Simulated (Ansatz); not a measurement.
# InP: the cost of one run

Computed with Ansatz 0.2.0 (DFT, PBE, plane-wave PAW, default files, scalar-relativistic, frozen cores, as far as a step names no other, unless a step's input says otherwise).

## 1. The starting structure

The structure is cubic, space group F-43m (No. 216). The conventional cell has a = 5.869 Å, b = 5.869 Å, c = 5.869 Å, α = 90.00°, β = 90.00°, γ = 90.00°. Around In (site symmetry -43m) lie 4 P at 2.54 Å. P (site symmetry -43m) has 4 In at 2.54 Å as nearest neighbours.

Coordinates:

```cif
data_structure
_symmetry_space_group_name_H-M 'P 1'
_symmetry_Int_Tables_number 1
_cell_length_a 4.1498
_cell_length_b 4.1498
_cell_length_c 4.1498
_cell_angle_alpha 60.000
_cell_angle_beta 60.000
_cell_angle_gamma 60.000
_cell_volume 50.53
loop_
_atom_site_label
_atom_site_type_symbol
_atom_site_fract_x
_atom_site_fract_y
_atom_site_fract_z
_atom_site_occupancy
In1 In 0.00000 0.00000 0.00000 1
P1 P 0.25000 0.25000 0.25000 1
```

The earlier run gave: gap on the mesh 0.69 eV, largest force 0.000 eV/Å, pressure 3.1 GPa.

The printed gradients, by site:

```tsv
site	atoms	first shell	V_zz (10²¹ V/m²)	η	C_Q (MHz)
In	1	4 P at 2.54 Å	0.00	–	0 (¹¹⁵In)
P	2	4 In at 2.54 Å	0.00	–	–
```

V_zz is the principal component of the electric field gradient with the largest magnitude, η = (V_xx − V_yy)/V_zz and C_Q = eQV_zz/h. Q values from Pyykkö, Mol. Phys. 116, 1328 (2018). A dash under C_Q marks elements without a common quadrupolar isotope.

## 2. Z stretched by +2 %, ions relaxed

Input file input.yaml:

```yaml
crystal:
  lattice:
    - [0.0, 2.93435, 2.993037]
    - [2.93435, 0.0, 2.993037]
    - [2.93435, 2.93435, 0.0]
  atoms:
    - { symbol: In, position: [0.0, 0.0, 0.0] }
    - { symbol: P, position: [0.25, 0.25, 0.25] }
kpoints:
  mp_grid: { grid: [13, 13, 13] }
scf:
  occupations: { method: fermi_dirac, width: 0.02 }
hamiltonian:
  xc: pbe
  pseudopotentials: { kind: paw, frozen_core: stored }
output:
  forces: true
  stress: true
  populations: true
  efg: { quadrupole_moments_barn: { In: 0.772 } }
relax:
  f_tol: 0.02
  max_steps: 60
```

Run with:

```sh
ansatz run input.yaml --threads 1 --pin off --max-ram 3072MiB --backend cpu --events-out ev --progress --plain --runs-dir out
```

**Question.** How long does this run take on 1 thread of Intel Xeon at 2.50GHz (Skylake/Cascade Lake), shared host, and how much memory does it need?

About 42 s, with a peak of 0.5 GiB.
